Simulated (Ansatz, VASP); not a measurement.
## One calculation of TiTe2, two programs

File INCAR:

```
PREC     = Accurate       # precision mode
ENCUT    = 520            # plane-wave cutoff, eV
EDIFF    = 1E-7           # SCF threshold, eV
ISMEAR   = -1             # smearing method
SIGMA    = 0.05           # smearing width, eV
LREAL    = False          # projectors in reciprocal space
LASPH    = True           # aspherical terms in the spheres
NELM     = 60             # most SCF steps
ALGO     = Normal         # electronic algorithm
ISIF     = 2              # what is computed and relaxed
LWAVE    = False          # write WAVECAR
LCHARG   = True           # write CHGCAR
GGA      = CA             # functional
LELF     = True           # ELF
LVHAR    = True         
NBANDS   = 19             # bands
```

File KPOINTS:

```
Automatic mesh
0
Gamma
  5 5 3
```

File POSCAR:

```
TiTe2
1.0
    3.7770000000      0.0000000000      0.0000000000
   -1.8885000000      3.2709779501      0.0000000000
    0.0000000000      0.0000000000      6.4980000000
Te Ti
2 1
Direct
    0.3333333333      0.6666666667      0.7372000000
    0.6666666667      0.3333333333      0.2628000000
    0.0000000000      0.0000000000      0.0000000000
```

File input.yaml:

```yaml
crystal:
  lattice:
    - [3.777, 0.0, 0.0]
    - [-1.8885, 3.2709779501, 0.0]
    - [0.0, 0.0, 6.498]
  atoms:
    - { symbol: Te, position: [0.3333333333, 0.6666666667, 0.7372] }
    - { symbol: Te, position: [0.6666666667, 0.3333333333, 0.2628] }
    - { symbol: Ti, position: [0.0, 0.0, 0.0] }
hamiltonian:
  xc: lda
  pseudopotentials: { kind: paw }
kpoints:
  mp_grid: { grid: [5, 5, 3] }
  band_path:
    path:
      - [[0.0, 0.0, 0.0], [0.5, 0.0, 0.0], [0.3333333333, 0.3333333333, 0.0], [0.0, 0.0, 0.0], [0.0, 0.0, 0.5], [0.5, 0.0, 0.5], [0.3333333333, 0.3333333333, 0.5], [0.0, 0.0, 0.5]]
      - [[0.5, 0.0, 0.5], [0.5, 0.0, 0.0]]
      - [[0.3333333333, 0.3333333333, 0.0], [0.3333333333, 0.3333333333, 0.5]]
    npoints: 14
scf:
  occupations: { method: fermi_dirac, width: 0.05 }
  n_extra_bands: 7
output:
  forces: true
  stress: true
  eigenvalues: true
  fatbands: true
```

Alike in both runs: functional LDA; k mesh 5 × 5 × 3; occupations fermi-dirac, width 0.05 eV; no spin polarisation.

|  | VASP | Ansatz |
| --- | --- | --- |
| version | VASP 6.6.1 | Ansatz 0.2.0 |
| potentials or method | VASP PAW LDA potentials, release 64 (Te, Ti_sv) | Ansatz PAW |
| plane-wave cutoff (eV) | 520 | 420 |
| valence electrons in the cell | 24 | 44 |
| task | single point | band structure |

```tsv
	VASP	Ansatz	Ansatz less VASP
gap on the k mesh at the Fermi level (eV)	none	none	-
pressure (GPa)	-4.0	-4.1	-0.08
rms of the force components (eV/Å)	0.152	0.165	+0.0131
```

Atom by atom the forces differ by 0.013 eV/Å (rms over components). A gap of «none» marks a metal or a gap that the smearing closes. The two sets of potentials don't hold the same shells in valence.

Caveats: the k mesh is coarse (spacing up to 0.38 Å⁻¹), so the values aren't converged; spin-orbit coupling is left out, which moves the levels of the heavy elements (Ansatz); the PAW data sets come from PBE, with cores solved anew for the run's functional, which leaves a small shift of forces and pressure (Ansatz). Spin-orbit coupling is left out, which matters for the levels of Te.
